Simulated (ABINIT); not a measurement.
The system is Ge.

```
Ge
1.0
     1.39715   -2.60052    0.00000
     1.39715    2.60052    0.00000
     0.00000    0.00000    2.69823
Ge
1
Direct
  0.50000 0.50000 0.00000
```

This isn't the form of Ge at room conditions, which is diamond.

Base run:

- Program: ABINIT 10.8.3 (patched build)
- Functional: PBEsol
- Potentials or basis: JTH PAW PBE v2.0
- Cutoff: 707 eV
- k mesh: 11 × 11 × 10
- Occupations: fermi-dirac, width 0.05 eV
- Spin: no spin polarisation

Its results: band gap on the k mesh none (metal or under the smearing width); pressure -3.9 GPa.

Q: The run is repeated on the same cell with these changes: functional from PBEsol to LDA. What comes out?

A: Band gap on the k mesh none (metal or under the smearing width); pressure -5.5 GPa.

LDA binds more tightly than PBEsol, so the same cell stands under less pressure.

Caveats: the PAW data sets were made with another functional, which shifts forces and pressure a little.
